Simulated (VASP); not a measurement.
From an Ansatz input to VASP: AgCl (strained measured structure)

Ansatz input

```yaml
crystal:
  lattice:
    - [0.0, 2.7626345079, 2.7731725637]
    - [2.7626345079, 0.0, 2.7731725637]
    - [2.7626345079, 2.7626345079, 0.0]
  atoms:
    - { symbol: Ag, position: [0.0, 0.0, 0.0] }
    - { symbol: Cl, position: [0.5, 0.5, 0.5] }
kpoints:
  mp_grid: { grid: [8, 8, 8] }
  band_path:
    path:
      - [0.0, 0.0, 0.0]
      - [0.5, 0.0, 0.5]
      - [0.625, 0.25, 0.625]
      - [0.375, 0.375, 0.75]
      - [0.5, 0.5, 0.5]
      - [0.5, 0.25, 0.75]
      - [0.0375, 0.0375, 0.075]
      - [0.0, 0.0, 0.5]
    npoints: 1
hamiltonian:
  xc: pbe
scf:
  occupations: { method: fermi_dirac, width: 0.02 }
  n_extra_bands: 4
output:
  forces: true
  stress: true
  eigenvalues: true
```

Question: Which VASP files do the same job?

Answer: 

INCAR

```
PREC = Accurate
LCHARG = .FALSE.
IBRION = -1
GGA = PE
LREAL = .FALSE.
SIGMA = 0.02
LASPH = .TRUE.
ENCUT = 520
NBANDS = 16
ISIF = 2
EDIFF = 1E-7
NSW = 0
LWAVE = .FALSE.
ISMEAR = -1
NELM = 120
```

KPOINTS

```
KPOINTS created by Atomic Simulation Environment
0
Gamma
8 8 8
0 0 0
```

KPOINTS_OPT

```
special points
8
Reciprocal
0.0000000000 0.0000000000 0.0000000000 1
0.5000000000 0.0000000000 0.5000000000 1
0.6250000000 0.2500000000 0.6250000000 1
0.3750000000 0.3750000000 0.7500000000 1
0.5000000000 0.5000000000 0.5000000000 1
0.5000000000 0.2500000000 0.7500000000 1
0.0375000000 0.0375000000 0.0750000000 1
0.0000000000 0.0000000000 0.5000000000 1
```

POSCAR

```
Ag Cl
 1.0000000000000000
     0.0000000000000000    2.7626345079000001    2.7731725637000002
     2.7626345079000001    0.0000000000000000    2.7731725637000002
     2.7626345079000001    2.7626345079000001    0.0000000000000000
 Ag  Cl
   1   1
Cartesian
  0.0000000000000000  0.0000000000000000  0.0000000000000000
  2.7626345078999996  2.7626345078999996  2.7731725636999998
```

VASP ran with the recommended PBE PAW datasets (18 valence electrons in the cell). Other inputs would serve too.

|  | Ansatz | VASP |
| --- | --- | --- |
| gap between bands v and c | 0.90 eV | 0.90 eV |
| least direct gap | 3.03 eV | 3.03 eV |
| pressure | 2.0 GPa | 1.9 GPa |

Each program uses its own PAW datasets. VASP's cell holds 18 valence electrons and Ansatz's 26. Ansatz's stress includes a Pulay correction; VASP's doesn't.
